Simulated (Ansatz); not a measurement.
# ZnS: the cost of one run

Program: Ansatz 0.2.0. Level of theory: DFT PBEsol, scalar-relativistic, plane waves, PAW. These are calculated values, not measurements.

### 1 The starting structure

It takes space group P6_3mc (No. 186, hexagonal). The conventional cell has a = 3.811 Å, b = 3.811 Å, c = 6.234 Å, α = 90.00°, β = 90.00°, γ = 120.00°. Zn (site symmetry 3m) is surrounded by 4 S at 2.31 to 2.40 Å. S (site symmetry 3m) is surrounded by 4 Zn at 2.31 to 2.40 Å.

Coordinates:

```
Zn S
1.0
     3.81100    0.00000    0.00000
    -1.90550    3.30042    0.00000
     0.00000    0.00000    6.23400
Zn S
2 2
Direct
  0.33333 0.66667 0.00000
  0.66667 0.33333 0.50000
  0.33333 0.66667 0.38500
  0.66667 0.33333 0.88500
```

Source of the structure: the Crystallography Open Database.

### 2 Quick check of gap, pressure and forces

Contents of input.yaml:

```yaml
crystal:
  lattice:
    - [3.8109987816, 0.0, 0.0]
    - [-1.9054993908, 3.3004217586, 0.0]
    - [0.0, 0.0, 6.234]
  atoms:
    - { symbol: Zn, position: [0.3333333333, 0.6666666667, 0.0] }
    - { symbol: Zn, position: [0.6666666667, 0.3333333333, 0.5] }
    - { symbol: S, position: [0.3333333333, 0.6666666667, 0.385] }
    - { symbol: S, position: [0.6666666667, 0.3333333333, 0.885] }
basis:
  ecutwfc: 420
kpoints:
  mp_grid: { grid: [6, 6, 4] }
hamiltonian:
  xc: pbesol
scf:
  occupations: { method: gaussian, width: 0.1 }
output:
  forces: true
  stress: true
  eigenvalues: true
```

Q: Estimate wall time and peak memory on 1 thread of an Arm CPU, shared host.

About 3 s, with a peak of 0.3 GiB.
